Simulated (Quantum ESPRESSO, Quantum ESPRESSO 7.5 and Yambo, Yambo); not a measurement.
# Converging GW for CuCl (Nantokite) in Yambo

What does each rung of G0W0 on CuCl (Nantokite) cost, and what does it buy?

Program: Quantum ESPRESSO 7.5 and Yambo 5.3.0. Level of theory: PBE and many-body steps on it, plane waves. Results are calculated unless marked as measured.

Most raw output is cut from this account.

The database entry behind the starting cell differs from later determinations by our own check (0.1 to 0.3 % short, probably kX units), so it need not match the best structure at ambient conditions.

In doubt: a PseudoDojo file used here is known to give poor structures and forces, which bears on pressures, cells, forces and phonons.

## 1. Starting point

The structure is cubic, space group F-43m (No. 216). The conventional cell has a = 5.406 Å, b = 5.406 Å, c = 5.406 Å, α = 90.00°, β = 90.00°, γ = 90.00°. Nearest to Cu lie 4 Cl at 2.34 Å. Nearest to Cl lie 4 Cu at 2.34 Å. Farther neighbours and most contacts between anions are not listed.

The cell and positions come from the Crystallography Open Database and are kept as given unless a step says otherwise.

## 2. Empty states on the mesh, 4×4×4 mesh, 478 bands

This step: Quantum ESPRESSO 7.5; DFT, PBE, plane waves, norm-conserving pseudopotentials.

The sums over transitions need many empty states on a uniform mesh; this step solves for them.

pw.in

```
&control
  calculation = 'nscf'
  prefix = 'x'
  outdir = 'o'
  pseudo_dir = 'pseudo'
/
&system
  ibrav = 0
  nat = 2
  ntyp = 2
  ecutwfc = 84.0
  nbnd = 478
  force_symmorphic = .true.
/
&electrons
  conv_thr = 1e-9
  electron_maxstep = 80
  diago_full_acc = .true.
  diago_thr_init = 5e-6
/
ATOMIC_SPECIES
  Cu 63.546 Cu.upf
  Cl 35.45 Cl.upf
CELL_PARAMETERS angstrom
  -0.0000000000 2.7028500000 2.7028500000
  2.7028500000 -0.0000000000 2.7028500000
  2.7028500000 2.7028500000 -0.0000000000
ATOMIC_POSITIONS crystal
  Cu 0.0000000000 0.0000000000 0.0000000000
  Cl 0.2500000000 0.2500000000 0.2500000000
K_POINTS automatic
  4 4 4 0 0 0
```

On the command line:

```console
$ OMP_NUM_THREADS=1 mpirun -n 4 pw.x -nk 4 -in pw.in > pw.out
```

It took 75 s on 4 MPI ranks of Arm Neoverse V1, shared host; peak memory 0.87 GiB.

This step gave:

```
gap                                                           : 0.5333 eV
k of the valence top                                          : 0, 0, 0
k of the conduction bottom                                    : 0, 0, 0
least direct gap                                              : 0.5333 eV
k points computed                                             : 8
lowest point of the top converged band, above the valence top : 286.5733 eV
```

On this mesh the gap is 0.533 eV.

The density comes from a self-consistent run that is not shown.

## 3. Conversion and set-up

This step: Yambo 5.3.0; conversion and set-up on PBE, plane waves, norm-conserving pseudopotentials.

The states are converted to the many-body program's format and the q mesh is built.

On the command line:

```console
$ (cd o/x.save; p2y > p2y.log; mv SAVE ../..); yambo > setup.log
```

The job ended after 2.8 s (1 MPI rank; peak memory 0.25 GiB).

## 4. 71 bands, 122.5 eV

Now the one-shot GW correction: screening in the RPA, then the self-energy of the levels asked for.

This step: G0W0 on PBE, plane waves, norm-conserving pseudopotentials.

gw1.in

```
HF_and_locXC
gw0
dyson
ppa
em1d
rim_cut
RandQpts= 1000000
RandGvec= 1 RL
EXXRLvcs= 84 Ry
VXCRLvcs= 336 Ry
Chimod= "HARTREE"
% BndsRnXp
 1 | 71 |
%
NGsBlkXp= 9 Ry
% LongDrXp
 1 | 1 | 1 |
%
% GbndRnge
 1 | 71 |
%
DysSolver= "n"
ExtendOut
PPAPntXp= 27.21138 eV
% QPkrange
 1 | 1 | 12 | 15 |
%
```

On the command line:

```console
$ OMP_NUM_THREADS=1 mpirun -n 4 yambo -F gw1.in -J gw1 -C gw1 > gw1.log
```

The job ended after 36 s (4 MPI ranks; peak memory 1.5 GiB; 2.3 min of CPU time).

This step gave:

```yaml
g0w0_gap_on_the_points_computed: 1.227 eV
starting_gap_on_the_mesh: 0.5333 eV
k_of_the_valence_top: 0, 0, 0
k_of_the_conduction_bottom: 0, 0, 0
least_direct_g0w0_gap_on_the_computed_points: 1.227 eV
z_at_the_valence_top: 0.7445
z_at_the_conduction_bottom: 0.8159
```

The gap on the mesh goes from 0.53 eV to 1.23 eV, a correction of +0.69 eV.

## 5. 203 bands, 231.3 eV

gw2.in

```
HF_and_locXC
gw0
dyson
ppa
em1d
rim_cut
RandQpts= 1000000
RandGvec= 1 RL
EXXRLvcs= 84 Ry
VXCRLvcs= 336 Ry
Chimod= "HARTREE"
% BndsRnXp
 1 | 203 |
%
NGsBlkXp= 17 Ry
% LongDrXp
 1 | 1 | 1 |
%
% GbndRnge
 1 | 203 |
%
DysSolver= "n"
ExtendOut
PPAPntXp= 27.21138 eV
% QPkrange
 1 | 1 | 12 | 15 |
%
```

On the command line:

```console
$ OMP_NUM_THREADS=1 mpirun -n 4 yambo -F gw2.in -J gw2 -C gw2 > gw2.log
```

Wall time 3.6 min (4 MPI ranks); peak memory 1.8 GiB.

Numbers from this step:

| Property | Result |
| --- | --- |
| G0W0 gap on the points computed | 1.128 eV |
| starting gap on the mesh | 0.5333 eV |
| k of the valence top | 0, 0, 0 |
| k of the conduction bottom | 0, 0, 0 |
| least direct G0W0 gap on the computed points | 1.128 eV |
| Z at the valence top | 0.7441 |
| Z at the conduction bottom | 0.8155 |

Against G0W0 in Yambo (4×4×4 mesh, 71 bands, screening to 122.5 eV, Godby-Needs plasmon pole), the gap moves by −0.099 eV.

## 6. 478 bands, 353.7 eV

gw3.in

```
HF_and_locXC
gw0
dyson
ppa
em1d
rim_cut
RandQpts= 1000000
RandGvec= 1 RL
EXXRLvcs= 84 Ry
VXCRLvcs= 336 Ry
Chimod= "HARTREE"
% BndsRnXp
 1 | 478 |
%
NGsBlkXp= 26 Ry
% LongDrXp
 1 | 1 | 1 |
%
% GbndRnge
 1 | 478 |
%
DysSolver= "n"
ExtendOut
PPAPntXp= 27.21138 eV
% QPkrange
 1 | 1 | 12 | 15 |
%
```

On the command line:

```console
$ OMP_NUM_THREADS=1 mpirun -n 4 yambo -F gw3.in -J gw3 -C gw3 > gw3.log
```

It took 25 min on 4 MPI ranks; peak memory 2.8 GiB.

Numbers from this step:

```
G0W0 gap on the points computed              : 1.141 eV
starting gap on the mesh                     : 0.5333 eV
k of the valence top                         : 0, 0, 0
k of the conduction bottom                   : 0, 0, 0
least direct G0W0 gap on the computed points : 1.141 eV
```

Against G0W0 in Yambo (4×4×4 mesh, 203 bands, screening to 231.3 eV, Godby-Needs plasmon pole), the gap moves by +0.014 eV.

## 7. The runs together

Times are wall times on 4 MPI ranks of Arm Neoverse V1, shared host, good to a factor of about two.

```
                run   mesh  bands  screening cutoff (eV)  DFT gap (eV)  gap on the mesh (eV)  direct (eV)     time
 71 bands, 122.5 eV  4×4×4     71                  122.5         0.533                 1.227        1.227     36 s
203 bands, 231.3 eV  4×4×4    203                  231.3         0.533                 1.128        1.128  3.6 min
478 bands, 353.7 eV  4×4×4    478                  353.7         0.533                 1.141        1.141   25 min
```

## 8. What came out

| Quantity | Value |
| --- | --- |
| 71 bands, 122.5 eV | 1.227 eV |
| 203 bands, 231.3 eV | 1.128 eV |
| 478 bands, 353.7 eV | 1.141 eV |
| known limits | not at the basis limit; d shell near the gap, gap tends to lie low; coarse k mesh |

From the first rung to the last the gap moves by −0.09 eV for 41 times the time. The gap turns back along the series, so no limit is drawn from it. In the G0W0 runs levels were corrected at 1 k point alone, so a gap called «on the mesh» is the least over those, and an edge elsewhere would be missed. The 4×4×4 mesh is coarse for this cell, which bears on the long-range parts of exchange and screening. A d shell, filled or nearly so, lies near the gap. One-shot GW converges very slowly in bands there, not always from below, and on a semilocal start the gap tends to come out low; starts rich in exact exchange can overshoot instead.

[Paths, hosts, dates, memory and timing lines, banners, echoed tables and standing remarks are left out of the program output.]

[Logs are printed without paths, hosts, clocks, repeated set-up lines and the standing remarks that a program may print on its own settings, such as how far it seeks lower states.]

[Runs of the session that timed out or met a known fault of the program may be left out.]

[Hosts, paths, dates, database ids (printed as entryN), source tags and the programs' standing remarks are cut or masked in the printed files.]
